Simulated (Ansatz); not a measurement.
**Zone-centre phonons of NbN at 25 GPa: input and output**

These are results of DFT LDA, scalar-relativistic, plane waves, PAW (Ansatz), not measurements.

Launched with:
```bash
ansatz run input.yaml --threads 1 --pin off --max-ram 3072MiB --backend cpu --events-out ev --progress --plain --runs-dir out
```

Input (bare energies are in eV):
```yaml
crystal:
  lattice:
    - [0.0, 2.1336074858, 2.1336074858]
    - [2.1336074858, 0.0, 2.1336074858]
    - [2.1336074858, 2.1336074858, 0.0]
  atoms:
    - { symbol: Nb, position: [0.5, 0.5, 0.5] }
    - { symbol: "N", position: [0.0, 0.0, 0.0] }
basis:
  ecutwfc: 420
kpoints:
  mp_grid: { grid: [16, 16, 16] }
hamiltonian:
  xc: lda
scf:
  occupations: { method: fermi_dirac, width: 0.15 }
output:
  eigenvalues: true
phonons:
  method: dfpt
  eigenvectors: true
```

The end of the output:
```
--- Phonons (Γ-DFPT): 2 representative perturbations + reference, on 349 of 4096 k-points (Σ response iterations 6) ---
  k mesh reduced under 8 symmetry operations, with k and −k counted as one. Each operation leaves every solved perturbation unchanged. A smaller set is not used because it would not reduce the number of displacements ...
  ASR residual: 1.678e-3 → 0.000e0 eV/Å²; symmetrization residual: 2.101e-8 eV/Å²
  ASR residual per site (eV/Å²): 1.68e-3 1.54e-4
  Γ frequencies (cm⁻¹): 0.00 0.00 0.00 500.06 500.06 500.06
  non-analytic LO–TO correction: not included (Born effective charges unavailable; polar crystals: no LO–TO splitting at Γ)
```

Time: 31 s on 1 thread of Intel(R) Xeon(R) Platinum 8259CL CPU @ 2.50GHz (Skylake/Cascade Lake), on a shared host, peak memory 0.6 GiB.

In a metal, frequencies and elastic constants depend on the k mesh and the smearing, soft modes and shear constants most. Other phases may be more stable at this pressure.